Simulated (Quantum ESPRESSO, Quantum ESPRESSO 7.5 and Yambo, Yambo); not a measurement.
**As (buckled honeycomb monolayer): G0W0 with Yambo, start to end**

How does a plane-wave GW calculation on As (buckled honeycomb monolayer) run from the first input to the gap?

Calculated with Quantum ESPRESSO 7.5 and Yambo 5.3.0; PBE and many-body steps on it, plane waves.

This is a report of a sequence of runs, with most program output left out.

### 1. Starting point

The cell holds 2 atoms: 2 As. Its edges and angles: a = 3.611 Å, b = 3.611 Å, c = 14.000 Å, α = 90.0°, β = 90.0°, γ = 120.0°. Vacuum lies along c.

The structure was relaxed with PBE. The runs that relaxed it are not among those shown.

### 2. Ground state

This step: Quantum ESPRESSO 7.5; DFT, PBE, plane waves, norm-conserving pseudopotentials.

The ground-state density comes first.

pw.in reads:

```
&control
  calculation = 'scf'
  prefix = 'x'
  outdir = 'o'
  pseudo_dir = 'pseudo'
/
&system
  ibrav = 0
  nat = 2
  ntyp = 1
  ecutwfc = 100.0
  nbnd = 28
  force_symmorphic = .true.
/
&electrons
  conv_thr = 1e-10
  electron_maxstep = 80
  mixing_beta = 0.5
/
ATOMIC_SPECIES
  As 74.922 As.upf
CELL_PARAMETERS angstrom
  3.6112698398 0.0000000000 0.0000000000
  -1.8056349199 3.1274514212 0.0000000000
  0.0000000000 0.0000000000 14.0000000000
ATOMIC_POSITIONS crystal
  As 0.3333333333 0.6666666667 0.4503483138
  As 0.6666666667 0.3333333333 0.5496516862
K_POINTS automatic
  12 12 1 0 0 0
```

Command:

```sh
> OMP_NUM_THREADS=1 mpirun -n 4 pw.x -nk 4 -in pw.in > pw.out
```

It took 44 s on 4 MPI ranks of Arm Neoverse V1, shared host; peak memory 0.74 GiB.

This step gave:

```yaml
total_energy: -16612.8324 eV
gap: 1.646 eV
k_of_the_valence_top: 0, 0, 0
k_of_the_conduction_bottom: 0, 0.3333, 0
least_direct_gap: 1.948 eV
```

The gap is indirect, with the least direct gap 0.30 eV higher.

### 3. Empty states on the mesh, 6×6×1 mesh, 97 bands

The sums over transitions need many empty states on a uniform mesh; this step solves for them.

pw.in, as its differences from that of step 2:

```diff
@@ -1,3 +1,3 @@
 &control
-  calculation = 'scf'
+  calculation = 'nscf'
   prefix = 'x'
@@ -11,3 +11,3 @@
   ecutwfc = 100.0
-  nbnd = 28
+  nbnd = 97
   force_symmorphic = .true.
@@ -15,5 +15,6 @@
 &electrons
-  conv_thr = 1e-10
+  conv_thr = 1e-9
   electron_maxstep = 80
-  mixing_beta = 0.5
+  diago_full_acc = .true.
+  diago_thr_init = 5e-6
 /
@@ -29,2 +30,2 @@
 K_POINTS automatic
-  12 12 1 0 0 0
+  6 6 1 0 0 0
```

Run time: 28 s. Hardware: 4 MPI ranks; peak memory 0.94 GiB; 1.9 min of CPU time.

This step gave:

```
gap                                                           : 1.646 eV
k of the valence top                                          : 0, 0, 0
k of the conduction bottom                                    : 0, 0.3333, 0
least direct gap                                              : 1.948 eV
k points computed                                             : 7
lowest point of the top converged band, above the valence top : 34.81 eV
```

On this mesh the gap is 1.646 eV.

### 4. Conversion and set-up

This step: Yambo 5.3.0; conversion and set-up on PBE, plane waves, norm-conserving pseudopotentials.

The states are converted to the many-body program's format and the q mesh is built.

Command:

```sh
> (cd o/x.save; p2y > p2y.log; mv SAVE ../..); yambo > setup.log
```

Run time: 2.4 s. Hardware: 1 MPI rank; peak memory 0.26 GiB.

### 5. Screening and self-energy, 6×6×1 mesh, 97 bands, screening to 108.8 eV

Now the one-shot GW correction: screening in the RPA, then the self-energy of the levels asked for.

This step: G0W0 on PBE, plane waves, norm-conserving pseudopotentials.

gw1.in reads:

```
HF_and_locXC
gw0
dyson
ppa
em1d
rim_cut
rim_w
RandQpts= 3000000
RandGvec= 100 RL
CUTGeo= "slab z"
RandGvecW= 9 RL
EXXRLvcs= 100 Ry
VXCRLvcs= 400 Ry
Chimod= "HARTREE"
% BndsRnXp
 1 | 97 |
%
NGsBlkXp= 8 Ry
% LongDrXp
 1 | 1 | 0 |
%
% GbndRnge
 1 | 97 |
%
DysSolver= "n"
ExtendOut
PPAPntXp= 27.21138 eV
% QPkrange
 1 | 1 | 22 | 25 |
 3 | 3 | 22 | 25 |
%
```

Command:

```sh
> OMP_NUM_THREADS=2 mpirun -n 2 yambo -F gw1.in -J gw1 -C gw1 > gw1.log
```

The job ended after 4.4 min (2 MPI ranks; peak memory 2 GiB).

This step gave:

| Quantity | Value |
| --- | --- |
| G0W0 gap on the points computed | 2.549 eV |
| starting gap on the mesh | 1.646 eV |
| k of the valence top | 0, 0, 0 |
| k of the conduction bottom | 0, 0.3333, 0 |
| least direct G0W0 gap on the computed points | 3.037 eV |
| Z at the valence top | 0.7367 |
| Z at the conduction bottom | 0.7438 |

The gap on the mesh goes from 1.65 eV to 2.55 eV, a correction of +0.90 eV.

Limits: finite bands, cutoff and mesh; no spin-orbit coupling. v1 is the top filled band, c1 the lowest empty one. The levels before and after the correction (eV, zero at the valence-band top of each column):

|  | conduction bottom | valence top |
| --- | --- | --- |
| Kohn-Sham | 1.65 | 0.00 |
| G0W0 | 2.55 | 0.00 |

|  | level | energy (eV) |
| --- | --- | --- |
| Kohn-Sham | Γ v2-v1 | 0.000 |
| Kohn-Sham | Γ c1 | 1.948 |
| Kohn-Sham | Γ c2 | 3.500 |
| Kohn-Sham | (0 0.333 0) v2 | -1.527 |
| Kohn-Sham | (0 0.333 0) v1 | -0.745 |
| Kohn-Sham | (0 0.333 0) c1 | 1.646 |
| Kohn-Sham | (0 0.333 0) c2 | 3.865 |
| G0W0 | Γ v2-v1 | 0.000 |
| G0W0 | Γ c1 | 3.037 |
| G0W0 | Γ c2 | 4.758 |
| G0W0 | (0 0.333 0) v2 | -1.666 |
| G0W0 | (0 0.333 0) v1 | -1.004 |
| G0W0 | (0 0.333 0) c1 | 2.549 |
| G0W0 | (0 0.333 0) c2 | 4.857 |

### 6. Where the time went

Times are wall times on the hardware named with each run, good to a factor of about two.

| step | time | share | memory (GiB) |
| --- | --- | --- | --- |
| ground state | 44 s | 13 % | 0.74 |
| empty states on the mesh | 28 s | 8 % | 0.94 |
| conversion and set-up | 2.4 s | 1 % | 0.26 |
| screening and self-energy | 4.4 min | 78 % | 2.0 |

### 7. Outcome

| Quantity | Value |
| --- | --- |
| PBE gap | 1.65 eV, indirect |
| G0W0 gap on the mesh | 2.55 eV |
| GW settings | 6×6×1 mesh, 97 bands, screening to 108.8 eV, Godby-Needs plasmon pole |
| known limits | not at the basis limit; no spin-orbit coupling |

What this shows: G0W0 moves the gap on the mesh from 1.65 eV to 2.55 eV (+0.90 eV), with Z of 0.74 and 0.74 at the edges. Only 2 of the mesh's irreducible points were corrected, so a valley elsewhere could overtake. The dearest step here is «screening and self-energy». Bands and cutoff are finite, so the gap is not at the basis limit. The miss can reach some tenths of an eV and take either sign; the mesh is an error of its own. In the G0W0 run levels were corrected at 2 k points alone, so a gap called «on the mesh» is the least over those, and an edge elsewhere would be missed. The many-body steps are scalar-relativistic: spin-orbit coupling is not in them.

[Paths, hosts, dates, memory and timing lines, banners, echoed tables and standing remarks are left out of the program output.]

[Logs are printed without paths, hosts, clocks, repeated set-up lines and the standing remarks that a program may print on its own settings, such as how far it seeks lower states.]

[Runs of the session that timed out or met a known fault of the program may be left out.]

[Hosts, paths, dates, database ids (printed as entryN), source tags and the programs' standing remarks are cut or masked in the printed files.]
